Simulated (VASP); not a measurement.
Here is the system:

```xyz
2
Lattice="0.0000 2.5766 2.5261 2.5766 0.0000 2.5261 2.5766 2.5766 0.0000" Properties=species:S:1:pos:R:3 pbc="T T T"
In     0.0000     0.0000     0.0000
N      1.2883     1.2883     1.2630
```

The numbers are results of PBE GGA, VASP's PBE PAW potentials (set 64) (plane waves; VASP), not measurements. Settings: 600 eV cut-off, 12×12×12 Γ-centred mesh, first-order Methfessel-Paxton smearing of 0.10 eV, potentials In_d N.

Unless said otherwise, spin-orbit coupling is left out, though it shifts the bands of the heavy elements here.

**Question.** Predict the energy per atom (σ→0), pressure, band gap (on the k-mesh) with the smallest direct gap where there is one.

**Answer.** 
```
Property                                     Result
-----------------------------------  --------------
band gap (on the k-mesh)                    0.07 eV
smallest direct gap (on the k-mesh)         0.07 eV
energy per atom (σ→0)                -5.334 eV/atom
pressure                                  -4.47 GPa
```

The compound is InN in the zinc blende structure, a metastable form; wurtzite is the usual one. This cell was strained or had an atom moved on purpose.
